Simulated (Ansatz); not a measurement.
# Sn: restoring forces, part 2 of 2

Aim: deform Sn (atom 1 (Sn) moved by (0.000, 0.000, 0.120) Å) and compute stress, forces and field gradients with LAPW, PAW and all-electron datasets made for the crystal.

Ansatz 0.2.0; DFT PBE; a database cell (COD). «Crystal datasets» are all-electron PAW datasets made for this crystal.

## Step 5: All-electron PAW on datasets made for the crystal

File input.yaml:

```yaml
crystal:
  lattice:
    - [0.0, 3.2456, 3.2456]
    - [3.2456, 0.0, 3.2456]
    - [3.2456, 3.2456, 0.0]
  atoms:
    - { symbol: Sn, position: [0.5184865664, 0.5184865664, 0.4815134336] }
    - { symbol: Sn, position: [0.75, 0.75, 0.75] }
kpoints:
  mp_grid: { grid: [9, 9, 9] }
scf:
  occupations: { method: fermi_dirac, width: 0.03 }
hamiltonian:
  xc: pbe
  pseudopotentials: { kind: all_electron, datasets: crystal }
output:
  forces: true
  stress: true
  eigenvalues: true
  efg: { contact_densities: true }
```

The run is started by

```bash
> ansatz run input.yaml --threads 1 --pin off --max-ram 2048MiB --backend cpu --events-out ev --progress --plain --runs-dir out
```

Standard output:

```text
hamiltonian.pseudopotentials.datasets: crystal makes datasets for this crystal and solves the spheres of its atoms anew in each pass: cutoff 240.0 eV, the density's 960.0 eV; for an error of 0.50 meV an atom under PBE, 1.0 meV for the cell; an energy difference from a run of another recipe may be off by several times the error for the cell, under r2SCAN by more, where some 0.1 meV an atom stays at smaller errors; Sn in spheres of 1.371 Å, 14 of its electrons in bands
band count auto-derived: 19 (N_el = 28.0; filled up to band 14; 18 by the electrons, moments and atoms)
Sn: output.efg is read without spin–orbit coupling, which moves field gradients at and beside such atoms by some per cent and up to a factor of two; PAW files take it under magnetization.noncollinear and magnetization.spin_orbit
Engine: ansatz 0.2.0
Pseudopotentials: kind: all_electron
Pseudopotential: Sn, paw, valence charge 14, recommended cutoff 240 eV (normal), Koelling and Harmon's equation, gaussian nucleus
Functional definition: PBE
  parameter kappa = 0.804
  parameter beta = 0.06672455060314922
  exchange = pbe_x(kappa = kappa, mu = beta*pi^2/3)
  correlation = pbe_c(beta = beta)
Crystal: 2 atoms, lattice volume = 68.378 Å³
Basis set: ecut = 240 eV, 561 PW (Γ), exchange–correlation on 48×48×48 points (8 copies of the dense FFT grid, shifted against one another)
Bands: 19, of which v1, the nominal top of the filled ones, is band 14 counted from 1 (13 counted from 0)
Symmetry: 8 space group operations
Space group: Imma (ITA 74), of the structure as read, at distance tolerance 4.1e-5 Å
k-points: 125 of 729
Non-local potential: Sn, projectors of the file, l = 0: 1, l = 1: 1, l = 2: 2
PAW form: soft (Blöchl's): semilocal exchange-correlation on the pseudo side does not see the compensation charge
PAW one-centre angular grid: Sn, 590 points (default); XC on its mesh's 1863 points in the sphere
Initial density: superposition of atomic densities (neutral atoms: chi_scale 0, normalization atom)
Initial wavefunctions: pseudopotential atomic-orbital guess
Functional: x = pbe(κ = 0.804, μ = 0.2195149727645171), c = pbe(β = 0.06672455060314922)
iter 1 solved again at ethr=1.22e-3 eV; its pass at ethr=1.00e-1 eV (dr2=3.42e-1 eV) is discarded
SCF iter   1: F=—  HF=-336178.789418 eV  |F-HF|=—  |Δ(HF+E_count)|=         —  Δρ=2.16e-2  dr2=3.50e-1  ethr=1.22e-3  ⟨swp⟩=4.2  Hψ=12826  notcnv=0
preconditioner: auto → none  [insulator: Δε(μ)=0.084 eV  Ē_g=20.789 eV  σ=0.030 eV  W_gap=0.60  n_scr=14 (ndim 8)  ℏωp=23.8 eV  f_vac=0.005  D(μ)=0.15/eV (n_scr^D=0)  ε∞_Penn≈2.3]
SCF iter   2: F=—  HF=-336178.758971 eV  |F-HF|=—  |Δ(HF+E_count)|=   3.04e-2  Δρ=1.02e-2  dr2=7.22e-2  ethr=1.22e-3  ⟨swp⟩=2.0  Hψ=4753  notcnv=0  defer=3
iter 3 solved again at ethr=5.64e-7 eV; its pass at ethr=2.58e-4 eV (dr2=1.58e-4 eV) is discarded
SCF iter   3: F=—  HF=-336178.760663 eV  |F-HF|=—  |Δ(HF+E_count)|=   1.69e-3  Δρ=7.21e-4  dr2=1.64e-4  ethr=5.64e-7  ⟨swp⟩=3.2  Hψ=12694  notcnv=0  defer=12
SCF iter   4: F=—  HF=-336178.760804 eV  |F-HF|=—  |Δ(HF+E_count)|=   1.41e-4  Δρ=2.44e-4  dr2=2.42e-5  ethr=5.64e-7  ⟨swp⟩=3.1  Hψ=4684  notcnv=0  defer=8
SCF iter   5: F=—  HF=-336178.760838 eV  |F-HF|=—  |Δ(HF+E_count)|=   3.45e-5  Δρ=8.46e-5  dr2=5.62e-6  ethr=8.63e-8  ⟨swp⟩=3.1  Hψ=5933  notcnv=0  defer=5
SCF iter   6: F=—  HF=-336178.760836 eV  |F-HF|=—  |Δ(HF+E_count)|=   1.81e-6  Δρ=1.77e-5  dr2=2.30e-7  ethr=2.01e-8  ⟨swp⟩=3.0  Hψ=4780  notcnv=0  defer=2
SCF iter   7: F=-336178.760836 eV  HF=-336178.760836 eV  |F-HF|=2.79e-8  |Δ(HF+E_count)|=   6.23e-9  Δρ=6.09e-6  dr2=2.82e-8  ethr=8.23e-10  ⟨swp⟩=3.0  Hψ=4643  notcnv=0  defer=2
SCF 1 converged in 7 iterations: F = -336178.760835 eV  dr2 = 2.82e-8
  Residual-converged pass: ⟨swp⟩=3.0  Hψ=5846  notcnv=0  max |occ|·‖R‖ = 5.2e-6 eV (tolerance 5.3e-6 eV)  dr2=2.78e-8  dr2_onsite=2.72e-8  max |Δocc| = 5.3e-11
SCF converged after 7 iterations
Free energy (F): -336178.760835 eV
Harris-Foulkes:  -336178.760835 eV  (|F-HF|=2.79e-8)
Internal energy: -336178.760362 eV  (E = F + TS)
E sigma→0 (E₀):  -336178.760598 eV
Entropy (-TS):   -0.000473 eV (-0.236 meV/atom)
Past the cutoff: the bands carry plane waves up to 1.75 times it, of which those up to 1.5 times it add -0.000532 eV an atom, each by itself; the spheres take 0.000889 eV an atom off the energy for waves past 1.75 times it
By the cutoff:   a pressure is off by up to 0.009 GPa (1.2 times the spheres' own share and the shells' term, over an atom's volume, and 0.004 GPa: a bound that held against runs at twice the plane waves)
Past the cutoffs: a stress includes 0.0023 GPa for waves and charges beyond them, in addition to the slope of what the spheres take
In the spheres:  the bands' charges fall short by 2.2e-6 e at most (sound up to 1e-3)
Fermi energy:    10.216245 eV
--- Per-component energies (eV) ---
  The terms above E_closure are by the made datasets' own strengths, without shells solved beside the bands.
--- Forces (eV/Å), atoms counted from 1 ---
  atom   1  Sn     0.00000000    -0.00000000    -0.93414442
  atom   2  Sn     0.00000000     0.00000000     0.93414442
  max |Σ_I F_I| component: 2.22e-16 eV/Å
--- Stress (GPa, compression-positive) ---
        3.599526       2.844878      -0.000000
        2.844878       3.599526       0.000000
        0.000000       0.000000       3.317277
  P = ⅓ Tr σ = 3.5054 GPa (35.054 kbar)
--- PAW observables at the nuclei: V_zz in 10²¹ V/m², potentials from the cell's mean, atoms counted from 1 ---
  atom   1  Sn V_zz =    -3.218740   η = 0.9645   by run symmetry: allowed
            electrostatic potential = -8170.930115 V   contact ρ = 1236284.808951 e/Å³
  atom   2  Sn V_zz =    -3.218740   η = 0.9645   by run symmetry: allowed
            electrostatic potential = -8170.930115 V   contact ρ = 1236284.808951 e/Å³
--- Band table (eV; the first three rows and the last of 125) ---
  k-point 0: bands = ["-11.5745", "-11.5484", "-11.4949", "-11.4827", "-11.4752", "-11.1861", "-11.1614", "-11.1606", "-11.1550", "-11.1531", "-0.4479", "9.5222", "9.8628", "10.2747", "10.6330", "12.0005", "12.2993"]
  k-point 1: bands = ["-11.5822", "-11.5542", "-11.5145", "-11.4598", "-11.4586", "-11.2008", "-11.1890", "-11.1579", "-11.1435", "-11.1290", "-0.3255", "8.0596", "9.8932", "10.3223", "10.7847", "12.3663", "12.6629"]
  k-point 2: bands = ["-11.5983", "-11.5618", "-11.5309", "-11.4328", "-11.4317", "-11.2220", "-11.2140", "-11.1564", "-11.1296", "-11.1059", "0.0341", "6.3632", "9.4560", "9.8419", "10.7177", "12.8989", "13.3503"]
  k-point 124: bands = ["-11.6199", "-11.5601", "-11.4562", "-11.4406", "-11.3638", "-11.2713", "-11.2490", "-11.2268", "-11.1004", "-11.0824", "2.2818", "3.0705", "7.4795", "7.6482", "10.7953", "11.8576", "17.1185"]
```

Wall time 15 s (1 thread of Arm Neoverse V2, shared host); peak memory 0.52 GiB.

This run gives: pressure 3.51 GPa; no gap; largest force 0.934 eV/Å; Vzz Sn1 -3.22 (η = 0.96) (10²¹ V/m²).

## Step 6: Stress and forces compared

Stress (GPa, compression positive):

```
          method    xx    yy    zz    yz    xz    xy
            LAPW  3.60  3.60  3.32  0.00  0.00  2.84
             PAW  3.60  3.60  3.32  0.00  0.00  2.85
crystal datasets  3.60  3.60  3.32  0.00  0.00  2.84
```

Forces (eV/Å):

```
atom  LAPW x  LAPW y  LAPW z  PAW x  PAW y   PAW z  crystal datasets x  crystal datasets y  crystal datasets z
 Sn1   0.000   0.000  -0.934  0.000  0.000  -0.935               0.000               0.000              -0.934
 Sn2   0.000   0.000   0.934  0.000  0.000   0.935               0.000               0.000               0.934
```

| method | pressure (GPa) | largest force (eV/Å) | Vzz Sn1 (10²¹ V/m²) | SCF cycles, by the record's count | time |
| --- | --- | --- | --- | --- | --- |
| LAPW | 3.50 | 0.934 | – | 9 | 61 s |
| PAW | 3.51 | 0.935 | -3.15 | 6 | 11 s |
| crystal datasets | 3.51 | 0.934 | -3.22 | 7 | 15 s |

## Step 7: Summary of results

What follows sums up all 2 parts.

```
                                 quantity                                           value
                                 pressure  LAPW 3.50, PAW 3.51, crystal datasets 3.51 GPa
largest shear or deviatoric stress (LAPW)                                        2.84 GPa
              force on Sn1 along the move                                     -0.934 eV/Å
```

In words: The force on Sn1 points against the move, a stiffness of 7.78 eV/Å² with all periodic images moving together. No run of the undeformed cell stands beside it, so pressure and stress hold what the given cell had before the change, as far as its symmetry allows. PAW: stress within 0.01 GPa of LAPW, forces within 1 meV/Å. Crystal datasets: stress within 0.01 GPa of LAPW, forces within 1 meV/Å.
